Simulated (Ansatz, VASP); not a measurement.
**Si in VASP and in Ansatz**

```
CELL_PARAMETERS angstrom
0.00000 2.72210 2.72210
2.72210 0.00000 2.72210
2.72210 2.72210 0.00000
ATOMIC_POSITIONS crystal
Si 0.50000 0.50000 0.50000
Si 0.75000 0.75000 0.75000
```

Alike in both runs: task single point; functional r2SCAN; k mesh 11 × 11 × 11; occupations fermi-dirac, width 0.05 eV; no spin polarisation.

|  | VASP | Ansatz |
| --- | --- | --- |
| version | VASP 6.6.1 | Ansatz 0.2.0 |
| potentials or method | VASP PAW PBE potentials, release 64 (Si), cutoff 520 eV | all-electron PAW with datasets made for the crystal, scalar-relativistic |

VASP gave:

| Property | Result |
| --- | --- |
| pressure (GPa) | -0.2 |

**Question.** Which values does Ansatz return?

**Answer.** Pressure (GPa): 0.0.

Ansatz ran all-electron here, so the differences hold the error of VASP's frozen core and of both bases.

Caveats: the PAW data sets were made with another functional, which shifts forces and pressure a little (VASP). A k mesh can miss the band edges.
